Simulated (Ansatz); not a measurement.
ScAl3:

```
Sc Al
1.0
     4.08781    0.00000    0.00000
     0.00000    4.08781    0.00000
     0.00000    0.00000    4.08781
Sc Al
1 3
Direct
  0.00000 0.00000 0.00000
  0.50000 0.50000 0.00000
  0.00000 0.50000 0.50000
  0.50000 0.00000 0.50000
```

The cell is a database's computed one.

| Property | Result |
| --- | --- |
| Program | Ansatz 0.2.0 |
| Task | relaxation of cell and atoms |
| Functional | PBEsol |
| Dispersion | D4 |
| Potentials or basis | Ansatz PAW |
| Cutoff | 420 eV (not typed: the program's choice for these potentials) |
| k mesh | 7 × 7 × 7 |
| Occupations | fermi-dirac, width 0.05 eV |
| Spin | no spin polarisation |

At the start: volume 17.08 Å³/atom.

**Question.** How do energy, volume and symmetry change on relaxing?

**Answer.** It ends after 5 steps and the volume is 16.54 Å³/atom (-3.2 %); space group Pm-3m (No. 221, to 0.05 Å).

The path:
| step | energy change (eV) | largest force (eV/Å) | volume (Å³) |
| --- | --- | --- | --- |
| 1 | 0.0000 | 0.0000 | 68.31 |
| 2 | -0.0095 | 0.0000 | 64.57 |
| 3 | -0.0208 | 0.0000 | 66.23 |
| 4 | -0.0209 | 0.0000 | 66.15 |
| 5 | -0.0203 | 0.0000 | 66.15 |

Final structure:
```xyz
4
Lattice="4.0443 0.0000 0.0000 0.0000 4.0443 0.0000 0.0000 0.0000 4.0443" Properties=species:S:1:pos:R:3 pbc="T T T"
Sc    0.0000    0.0000    0.0000
Al    2.0222    2.0222    0.0000
Al    0.0000    2.0222    2.0222
Al    2.0222    0.0000    2.0222
```

Caveat: the plane-wave basis is chosen anew once the cell has moved, so the energies of steps on either side of that aren't comparable; pairwise dispersion overbinds metals, which lowers pressure and volume; the PAW data sets come from PBE, with cores solved anew for the run's functional, which leaves a small shift of forces and pressure.
